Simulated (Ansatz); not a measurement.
Crystal: InP.

```
CELL_PARAMETERS angstrom
0.00000 2.93050 2.93050
2.93050 0.00000 2.93050
2.93050 2.93050 0.00000
ATOMIC_POSITIONS crystal
In 0.00000 0.00000 0.00000
P 0.75000 0.75000 0.75000
```

Base run:

| Item | Value |
| --- | --- |
| Program | Ansatz 0.2.0 |
| Functional | PBE |
| Potentials or basis | Ansatz PAW |
| Cutoff | 420 eV (not typed: the program's choice for these potentials) |
| k mesh | 6 × 6 × 6 |
| Occupations | fermi-dirac, width 0.05 eV |
| Spin | spin-orbit coupling, no magnetisation |

Its results: band gap on the k mesh 0.69 eV, direct; pressure 3.3 GPa.

Question: The run is repeated on the same cell with these changes: functional from PBE to LDA. What comes out?

Answer: Band gap on the k mesh 0.45 eV, direct; pressure -1.3 GPa.

LDA binds more tightly than PBE, so the same cell stands under less pressure.

Caveats: the PAW data sets come from PBE, with cores solved anew for the run's functional, which leaves a small shift of forces and pressure (some runs).
